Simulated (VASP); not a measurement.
Crystal: CdTe.

```
CELL_PARAMETERS angstrom
0.00000 3.20500 3.20500
3.20500 0.00000 3.20500
3.20500 3.20500 0.00000
ATOMIC_POSITIONS crystal
Te 0.75000 0.75000 0.75000
Cd 0.00000 0.00000 0.00000
```

Base run:

* Program: VASP 6.6.1
* Functional: PBE
* Potentials or basis: VASP PAW PBE potentials, release 64 (Te, Cd)
* Cutoff: 520 eV
* k mesh: 7 × 7 × 7
* Occupations: gaussian, width 0.02 eV
* Spin: no spin polarisation

Its results: band gap on the k mesh 0.87 eV, direct.

The run is repeated on the same cell with these changes: functional from PBE to HSE06; k mesh from 7 × 7 × 7 to 4 × 4 × 4. What comes out?

Band gap on the k mesh 1.69 eV, direct.

Several settings changed at once, so the effect can't be laid on one alone.

Caveats: some runs use coarse meshes; spin-orbit coupling is left out, which moves the levels of the heavy elements.

